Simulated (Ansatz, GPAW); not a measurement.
Ag: programs and potentials compared

```
CELL_PARAMETERS angstrom
0.00000 2.04275 2.04275
2.04275 0.00000 2.04275
2.04275 2.04275 0.00000
ATOMIC_POSITIONS crystal
Ag 0.00000 0.00000 0.00000
```

Alike in all runs: task single point; functional PBE; k mesh 11 × 11 × 11; occupations gaussian, width 0.025 eV; no spin polarisation; no spin-orbit coupling. Pressure is positive in compression and, in plane waves, holds the error of the finite cutoff, which Ansatz's Pulay term estimates and takes out.

```json
{"program and potentials": "Ansatz, Ansatz PAW", "plane-wave cutoff (eV)": "420", "notes": "19 valence electrons an atom on average; Pulay term of +0.07 GPa included", "pressure (GPa)": "4.27"}
{"program and potentials": "GPAW, GPAW PAW data sets (gpaw-data 1.2.1)", "plane-wave cutoff (eV)": "600", "notes": "17 valence electrons an atom on average", "pressure (GPa)": "4.20"}
{"program and potentials": "Ansatz, all-electron LAPW, scalar-relativistic", "plane-wave cutoff (eV)": "-", "notes": "-", "pressure (GPa)": "4.25"}
```

The pressure spans 4.20 (GPAW, GPAW PAW data sets (gpaw-data 1.2.1)) to 4.27 GPa (Ansatz, Ansatz PAW), with all-electron results at 4.25.

The functional is the same throughout but for its coding, so the spread measures potentials, basis and numerics; runs on potential files found faulty are left out.
